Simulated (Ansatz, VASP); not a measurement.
**One calculation of SiO2, two programs**

Contents of INCAR:

```
ALGO = Normal ; EDIFF = 1E-6
ENCUT = 520 ; GGA = PE
ISIF = 2 ; ISMEAR = 0
LASPH = True ; LCHARG = False
LREAL = False ; LWAVE = False
NBANDS = 25 ; NELM = 80
PREC = Accurate ; SIGMA = 0.05
```

Contents of KPOINTS:

```
k-points
0
Gamma
  6 6 6
```

POSCAR

```
SiO2
1.0
   -2.3877008061      2.3877008061      3.7816254373
    2.3877008061     -2.3877008061      3.7816254373
    2.3877008061      2.3877008061     -3.7816254373
Si O
2 4
Direct
    0.0000000000      0.0000000000      0.0000000000
    0.7500000000      0.2500000000      0.5000000000
    0.9670112602      0.6250000000      0.8420112602
    0.3750000000      0.2170112602      0.3420112602
    0.7829887398      0.1250000000      0.1579887398
    0.8750000000      0.0329887398      0.6579887398
```

Input for Ansatz:

```yaml
crystal:
  lattice:
    - [-2.3877008061, 2.3877008061, 3.7816254373]
    - [2.3877008061, -2.3877008061, 3.7816254373]
    - [2.3877008061, 2.3877008061, -3.7816254373]
  atoms:
    - { symbol: Si, position: [0.0, 0.0, 0.0] }
    - { symbol: Si, position: [0.75, 0.25, 0.5] }
    - { symbol: O, position: [0.9670112602, 0.625, 0.8420112602] }
    - { symbol: O, position: [0.375, 0.2170112602, 0.3420112602] }
    - { symbol: O, position: [0.7829887398, 0.125, 0.1579887398] }
    - { symbol: O, position: [0.875, 0.0329887398, 0.6579887398] }
basis:
  ecutwfc: 420
kpoints:
  mp_grid: { grid: [6, 6, 6] }
hamiltonian:
  xc: pbe
scf:
  occupations: { method: gaussian, width: 0.05 }
output:
  forces: true
  stress: true
  eigenvalues: true
```

Change from the starting cell: strain -0.050 along x and y, +0.025 along z, atoms carried along.

Alike in both runs: task single point; functional PBE; k mesh 6 × 6 × 6; occupations gaussian, width 0.05 eV; no spin polarisation.

```csv
,VASP,Ansatz
version,VASP 6.6.1,Ansatz 0.2.0
potentials or method,"VASP PAW PBE potentials, release 64 (Si, O)","scalar-relativistic, plane waves, PAW"
plane-wave cutoff (eV),520,420
valence electrons in the cell,32,32
```

|  | VASP | Ansatz | Ansatz less VASP |
| --- | --- | --- | --- |
| gap on the k mesh at the Fermi level (eV) | 6.03 | 6.03 | -0.002 |
| least direct gap on the mesh (eV) | 6.03 | 6.03 | -0.002 |
| pressure (GPa) | 13.7 | 13.5 | -0.17 |
| largest component of the traceless stress (GPa) | 2.41 | 2.46 | +0.053 |
| rms of the force components (eV/Å) | 0.436 | 0.436 | +0.0006 |

Atom by atom the forces differ by 0.001 eV/Å (rms over components).

A k mesh can miss the band edges.
